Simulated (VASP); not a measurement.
# KCl (Fm-3m) in VASP: settings compared

The runs below take KCl through relaxation of cell and atoms, with PBEsol, r2SCAN.

All numbers are computed with VASP 6.6.1; they aren't measurements. Logs are shortened: lines on timing, memory, paths and dates and some standing lists are left out, and cuts for length are marked.

**1. The crystal as given**

The structure is cubic, space group Fm-3m (No. 225). The conventional cell has a = 6.284 Å, b = 6.284 Å, c = 6.284 Å, α = 90.00°, β = 90.00°, γ = 90.00°. K (site symmetry m-3m) has 6 Cl at 3.14 Å as nearest neighbours. Around Cl (site symmetry m-3m) lie 6 K at 3.14 Å.

The cell is a database's computed one.

**2. Relaxation of cell and atoms, PBEsol**

Input file INCAR:

```
SYSTEM = KCl
  PREC = Accurate
  ENCUT = 600
  EDIFF = 1E-6
  ISMEAR = 0
  SIGMA = 0.02
  LREAL = .False.
  LASPH = .True.
  NELM = 60
  ALGO = Fast
  ISIF = 3
  LWAVE = .False.
  LCHARG = .False.
  GGA = PS
  IBRION = 2
  NSW = 60
  EDIFFG = -0.02
```

Input file KPOINTS:

```
regular mesh
0
Gamma
  3 3 3
  0 0 0
```

Input file POSCAR:

```
KCl
1.0
    0.0000000000      3.1418713000      3.1418713000
    3.1418713000      0.0000000000      3.1418713000
    3.1418713000      3.1418713000      0.0000000000
K Cl
1 1
Direct
    0.0000000000      0.0000000000      0.0000000000
    0.5000000000      0.5000000000      0.5000000000
```

Potentials or basis: VASP PAW PBE potentials, release 64 (K_sv, Cl).

Started as:

```console
cat potpaw_PBE.64/K_sv/POTCAR potpaw_PBE.64/Cl/POTCAR > POTCAR
mpirun -np 1 vasp_std > vasp.out
```

OUTCAR:

```text
SYSTEM = KCl
   PREC = Accurate
   ENCUT = 600
   EDIFF = 1E-6
   ISMEAR = 0
   LREAL = .False.
   LASPH = .True.
   NELM = 60
   ISIF = 3
   GGA = PS
   IBRION = 2
   NSW = 60
   EDIFFG = -0.02

 ion  position               nearest neighbor table
   1  0.000  0.000  0.000-   2 3.14   2 3.14   2 3.14   2 3.14   2 3.14   2 3.14
   2  0.500  0.500  0.500-   1 3.14   1 3.14   1 3.14   1 3.14   1 3.14   1 3.14

  LATTYP: Found a face centered cubic cell.
 ALAT       =     6.2837426000

  Lattice vectors:

 A1 = (   0.0000000000,   3.1418713000,   3.1418713000)
 A2 = (   3.1418713000,   0.0000000000,   3.1418713000)
 A3 = (   3.1418713000,   3.1418713000,   0.0000000000)

Analysis of symmetry for initial positions (statically):
=====================================================================
 Subroutine PRICEL returns:
 Original cell was already a primitive cell.

 Routine SETGRP: Setting up the symmetry group for a
 face centered cubic supercell.

 Subroutine GETGRP returns: Found 48 space group operations
 (whereof 48 operations were pure point group operations)
 out of a pool of 48 trial point group operations.

The static configuration has the point symmetry O_h .

Analysis of symmetry for dynamics (positions and initial velocities):
=====================================================================
 Subroutine PRICEL returns:
 Original cell was already a primitive cell.

 Routine SETGRP: Setting up the symmetry group for a
 face centered cubic supercell.

 Subroutine GETGRP returns: Found 48 space group operations
 (whereof 48 operations were pure point group operations)
 out of a pool of 48 trial point group operations.

The dynamic configuration has the point symmetry O_h .

 Subroutine INISYM returns: Found 48 space group operations
 (whereof 48 operations are pure point group operations),
 and found     1 'primitive' translations

----------------------------------------------------------------------------------------

                                     Primitive cell

  volume of cell :      62.0291

  direct lattice vectors                    reciprocal lattice vectors
     0.000000000  3.141871300  3.141871300    -0.159140828  0.159140828  0.159140828
     3.141871300  0.000000000  3.141871300     0.159140828 -0.159140828  0.159140828
     3.141871300  3.141871300  0.000000000     0.159140828  0.159140828 -0.159140828

[... 56 lines left out ...]
   ISPIN  =      1    spin polarized calculation?
   LNONCOLLINEAR =      F non collinear calculations
   LSORBIT =      F    spin-orbit coupling
   LASPH  =      T    aspherical Exc in radial PAW
   ENCUT  =  600.0 eV  44.10 Ry    6.64 a.u.   8.87  8.87  8.87*2*pi/ulx,y,z
   NELM   =     60;   NELMIN=  2; NELMDL= -5     # of ELM steps
   EDIFF  = 0.1E-05   stopping-criterion for ELM
   LREAL  =      F    real-space projection
   EDIFFG = -.2E-01   stopping-criterion for IOM
   NSW    =     60    number of steps for IOM
   IBRION =      2    ionic relax: 0-MD 1-quasi-New 2-CG
   NFREE  =      1    steps in history (QN), initial steepest desc. (CG)
   ISIF   =      3    stress and relaxation
   ISYM   =      2    0-nonsym 1-usesym 2-fastsym
   POTIM  = 0.5000    time-step for ionic-motion
   TEBEG  =    0.0;   TEEND  =   0.0 temperature during run
   PSTRESS=    0.0 pullay stress
   NELECT =      16.0000    total number of electrons
   NUPDOWN=      -1.0000    fix difference up-down
   EMIN   =  10.00;   EMAX   =-10.00  energy-range for DOS
   EFERMI =   0.00;   METHOD = LEGACY
   ISMEAR =     0;   SIGMA  =   0.02  broadening in eV -4-tet -1-fermi 0-gaus
   EFERMI_NEDOS =   21; number of points for ismear=-14 and -15
   IALGO  =     68    algorithm
   IMIX   =      4    mixing-type and parameters
     AMIX     =   0.40;   BMIX     =  1.00
     AMIX_MAG =   1.60;   BMIX_MAG =  1.00
  volume/ion in A,a.u.               =      31.01       209.30
  Fermi-wavevector in a.u.,A,eV,Ry     =   1.042117  1.969315 14.776031  1.086008
  Thomas-Fermi vector in A             =   2.176768
   LORBIT       =      0    0 simple, 1 ext, 2 COOP (PROOUT), +10 PAW based schemes
   GGA     = PS    functional components
   LHFCALC =     F    Hartree Fock is set to
   AEXX    =    0.0000 exact exchange contribution
   IVDW    =     0    specifies the selected vdW correction
   LEPSILON=     F    determine dielectric tensor
   LRPA    =     F    only Hartree local field effects (RPA)
 conjugate gradient relaxation of ions
 non-spin polarized calculation
 RMM-DIIS sequential band-by-band and
 Gauss-broadening in eV      SIGMA  =   0.02
  energy-cutoff  :      600.00
  volume of cell :       62.03
 maximum number of plane-waves:      2085
   NGX = 17   NGY = 17   NGZ = 17

--------------------------------------- Ionic step        1  -------------------------------------------

 number of electron      16.0000001 magnetization

 Free energy of the ion-electron system (eV)
  ---------------------------------------------------
  ext. energy  EPLUGINS =         0.00000000
  ---------------------------------------------------
  free energy    TOTEN  =        -7.01919316 eV

  energy without entropy =       -7.01919316  energy(sigma->0) =       -7.01919316

------------------------ aborting loop because EDIFF is reached ----------------------------------------

  FORCE on cell =-STRESS in cart. coord.  units (eV):
  Direction    XX          YY          ZZ          XY          YZ          ZX
  --------------------------------------------------------------------------------------
  -------------------------------------------------------------------------------------
  Total       -0.0911172     -0.0911172     -0.0911172      0.0000000      0.0000000     -0.0000000
  in kB       -2.3535077     -2.3535077     -2.3535077      0.0000000      0.0000000     -0.0000000
  external PRESSURE =      -2.3535077 kB  Pullay stress =       0.0000000 kB
[... 59 lines left out ...]
--------------------------------------- Ionic step        3  -------------------------------------------

 number of electron      16.0000002 magnetization

 Free energy of the ion-electron system (eV)
  ---------------------------------------------------
  ext. energy  EPLUGINS =         0.00000000
  ---------------------------------------------------
  free energy    TOTEN  =        -7.01981948 eV

  energy without entropy =       -7.01981948  energy(sigma->0) =       -7.01981948

 E-fermi :  -1.7334     XC(G=0):  -7.7887

 val. band max:       -1.8354520489   @ k =   0.0000   0.0000   0.0000
 cond. band min:       3.2374030179   @ k =   0.0000   0.0000   0.0000
 fundamental gap:      5.0728550668
 Fermi energy:        -1.7334060937

 k-point     1 :       0.0000    0.0000    0.0000
  band No.  band energies     occupation
      1     -28.8477      2.00000
      2     -13.9445      2.00000
      3     -12.3747      2.00000
      4     -12.3747      2.00000
      5     -12.3747      2.00000
      6      -1.8355      2.00000
      7      -1.8355      2.00000
      8      -1.8355      2.00000
      9       3.2374      0.00000
     10       6.4606      0.00000
     11       6.4606      0.00000
     12       6.4607      0.00000
[... 72 lines left out ...]
  FREE ENERGIE OF THE ION-ELECTRON SYSTEM (eV)
  ---------------------------------------------------
  free  energy   TOTEN  =        -7.0198194841 eV

  energy  without entropy=       -7.0198194841  energy(sigma->0) =       -7.01981948

 reached required accuracy - stopping structural energy minimisation
```

OSZICAR:

```text
N       E                     dE             d eps       ncg     rms          rms(c)
DAV:   1     0.110593408673E+03    0.11059E+03   -0.78874E+03    96   0.135E+03
DAV:   2    -0.150898832742E+01   -0.11210E+03   -0.10362E+03   132   0.285E+02
DAV:   3    -0.711560996346E+01   -0.56066E+01   -0.55827E+01   120   0.583E+01
[... 29 lines left out ...]
RMM:   4    -0.701980176570E+01   -0.35691E-05   -0.20999E-04   107   0.130E-01    0.312E-02
RMM:   5    -0.701981280458E+01   -0.11039E-04   -0.71564E-05   111   0.572E-02    0.142E-02
RMM:   6    -0.701981594386E+01   -0.31393E-05   -0.20199E-05    99   0.303E-02    0.848E-03
RMM:   7    -0.701981880865E+01   -0.28648E-05   -0.10912E-05    96   0.198E-02    0.563E-03
RMM:   8    -0.701981948413E+01   -0.67547E-06   -0.58486E-06    83   0.168E-02
   3 F= -.70198195E+01 E0= -.70198195E+01  d E =-.626322E-03
```

CONTCAR:

```text
KCl
   1.00000000000000
     0.0000000000000000    3.1293847094339733    3.1293847094339733
     3.1293847094339733    0.0000000000000000    3.1293847094339733
     3.1293847094339733    3.1293847094339733   -0.0000000000000000
  K               Cl
     1     1
Direct
     0.0000000000000000    0.0000000000000000    0.0000000000000000
     0.5000000000000000    0.5000000000000000    0.5000000000000000

  0.00000000E+00  0.00000000E+00  0.00000000E+00
  0.00000000E+00  0.00000000E+00  0.00000000E+00
```

Run time: 16 s. Hardware: 1 thread of Intel Xeon Platinum 8488C (Sapphire Rapids), shared host; peak memory 0.18 GiB.

What came out:

```
Free energy                            : -7.0198 eV
Relaxed volume                         : 30.65 Å³/atom
Relaxed cell                           : a = 4.426 Å, b = 4.426 Å, c = 4.426 Å, α = 60.00°, β = 60.00°, γ = 60.00°
Space group after relaxing (to 0.05 Å) : Fm-3m (No. 225)
Energy gained by relaxing              : 0.3 meV/atom
Ionic steps                            : 3
Pressure after relaxing                : 0.0 GPa
Band gap on the k mesh                 : 5.07 eV, direct
```

The path:
```tsv
step	energy change (eV)	largest force (eV/Å)	pressure (GPa)	volume (Å³)
1	0.0000	0.0000	-0.24	62.03
2	-0.0005	0.0000	-0.12	61.62
3	-0.0006	0.0000	-0.03	61.29
```

Final structure:
```xyz
2
Lattice="0.0000 3.1294 3.1294 3.1294 0.0000 3.1294 3.1294 3.1294 0.0000" Properties=species:S:1:pos:R:3 pbc="T T T"
K     0.0000    0.0000    0.0000
Cl    3.1294    3.1294    3.1294
```

Caveat: the k mesh is coarse (spacing up to 0.58 Å⁻¹), so the values aren't converged; the PAW data sets were made with another functional, which shifts forces and pressure a little. As with any semilocal functional, this PBEsol gap is likely too small.

**3. Relaxation of cell and atoms, r2SCAN**

Input file INCAR:

```
PREC     = Accurate       # precision mode
ENCUT    = 600            # plane-wave cutoff, eV
EDIFF    = 1E-6           # SCF threshold, eV
ISMEAR   = 0              # smearing method
SIGMA    = 0.02           # smearing width, eV
LREAL    = False          # projectors in reciprocal space
LASPH    = True           # aspherical terms in the spheres
NELM     = 60             # most SCF steps
ALGO     = Normal         # electronic algorithm
ISIF     = 3              # what is computed and relaxed
LWAVE    = False          # write WAVECAR
LCHARG   = False          # write CHGCAR
METAGGA  = R2SCAN         # meta-GGA
LMIXTAU  = True         
IBRION   = 2              # ionic algorithm
NSW      = 60             # ionic steps
EDIFFG   = -0.01          # ionic threshold
```

Input file KPOINTS:

```
Automatic mesh
0
Gamma
  7 7 7
```

POSCAR is that of step 2.

Potentials or basis: VASP PAW PBE potentials, release 64 (K_sv, Cl).

Started as:

```console
cat potpaw_PBE.64/K_sv/POTCAR potpaw_PBE.64/Cl/POTCAR > POTCAR
mpirun -np 1 vasp_std > vasp.out
```

It took 75 s on 1 thread of Intel Xeon 6975P-C (Granite Rapids), shared host; peak memory 0.23 GiB.

It converged, with:

| Item | Value |
| --- | --- |
| Free energy | -16.5077 eV |
| Relaxed volume | 31.10 Å³/atom |
| Relaxed cell | a = 4.447 Å, b = 4.447 Å, c = 4.447 Å, α = 60.00°, β = 60.00°, γ = 60.00° |
| Space group after relaxing (to 0.05 Å) | Fm-3m (No. 225) |
| Energy gained by relaxing | 0.0 meV/atom |
| Ionic steps | 2 |
| Pressure after relaxing | 0.0 GPa |
| Band gap on the k mesh | 5.84 eV, direct |

Final structure:
```
K Cl
1.0
     0.00000    3.14473    3.14473
     3.14473    0.00000    3.14473
     3.14473    3.14473    0.00000
K Cl
1 1
Direct
  0.00000 0.00000 0.00000
  0.50000 0.50000 0.50000
```

Levels at points of the mesh, in eV from the valence-band top:
| k point | band 6 | band 7 | band 8 | band 9 | band 10 | band 11 |
| --- | --- | --- | --- | --- | --- | --- |
| (0.00, 0.00, 0.00) | 0.00 | 0.00 | 0.00 | 5.84 | 9.03 | 9.03 |

Caveat: the PAW data sets were made with another functional, which shifts forces and pressure a little; an odd mesh through Γ misses points on the zone boundary, where band edges often lie.
